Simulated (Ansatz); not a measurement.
Runs of Ansatz 0.2.0 on Cd. The structure is hexagonal, space group P6_3/mmc (No. 194). The conventional cell has a = 2.979 Å, b = 2.979 Å, c = 5.618 Å, α = 90.00°, β = 90.00°, γ = 120.00°. Cd (site symmetry -6m2) is surrounded by 12 Cd at 2.98 to 3.29 Å. 

| task | level | potentials or basis | cell | k mesh | cutoff (eV) | smearing | atoms under strain | other keys | gap on the mesh (eV) | pressure (GPa) | largest force (eV/Å) |
| --- | --- | --- | --- | --- | --- | --- | --- | --- | --- | --- | --- |
| atomic charges | PBE | PseudoDojo standard (PBE files) | volume scaled by 1.25 | 10 × 10 × 5 | 1388 | fermi-dirac 0.05 eV | - | - | none | (a) | - |
| single point | PBE | Ansatz PAW | atoms moved at random, drawn with an rms of 0.05 Å | 10 × 10 × 5 | 420 | fermi-dirac 0.05 eV | - | - | none | 2.9 | 0.04 |
| elastic constants | PBE+D3(BJ)-ATM | SSSP efficiency PAW | as given | 7 × 7 × 4 | 1361 | methfessel-paxton 0.1 eV | clamped | - | none | -0.3 | - |
| projected density of states | PBE+D4 | SSSP efficiency PAW | cell strained at random at fixed volume | 8 × 8 × 4 | 1361 | fermi-dirac 0.05 eV | - | kpoints.mp_grid.shift = [0.5, 0.5, 0.5] | none | -0.1 | 0.01 |
| single point | PBE | Ansatz PAW | as given | 10 × 10 × 5 | 420 | fermi-dirac 0.05 eV | - | - | none | 2.9 | - |

Alike in all rows: no spin polarisation.

Question: Fill in the values left out.

Answer: (a) -4.4.

Caveats: pairwise dispersion overbinds metals, which lowers pressure and volume (some runs); elastic constants of metals need much finer meshes, so these are rough (some runs).

A k mesh can miss the band edges, and the runs leave out spin-orbit coupling on Cd.

A gap of «none» marks a metal or a gap under the smearing width.
